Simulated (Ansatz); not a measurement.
**Al in Ansatz: the effect of functional**

Al:

```
Al
1.0
     0.00000    2.02481    2.02481
     2.02481    0.00000    2.02481
     2.02481    2.02481    0.00000
Al
1
Direct
  0.00000 0.00000 0.00000
```

Alike in all runs:

```yaml
Program: Ansatz 0.2.0
Task: band structure
Potentials_or_basis: Ansatz PAW
k_mesh: 11 × 11 × 11
Occupations: fermi-dirac, width 0.05 eV
Spin: no spin polarisation
```

```csv
functional,cutoff,pressure (GPa)
LDA,420 eV (not typed: the program's choice for these potentials),-3.7
PBEsol,420 eV (not typed: the program's choice for these potentials),-1.9
RPBE,420 eV (not typed: the program's choice for these potentials),1.0
revPBE,420 eV (not typed: the program's choice for these potentials),0.7
BLYP,420 eV (not typed: the program's choice for these potentials),?
r2SCAN,500 eV (not typed: the program's choice for these potentials),-3.4
```

Question: What does the run with functional BLYP give?

Answer: Pressure 3.0 GPa.

Caveats: the PAW data sets come from PBE, with cores solved anew for the run's functional, which leaves a small shift of forces and pressure.

Runs at the PBE level aren't shown here.
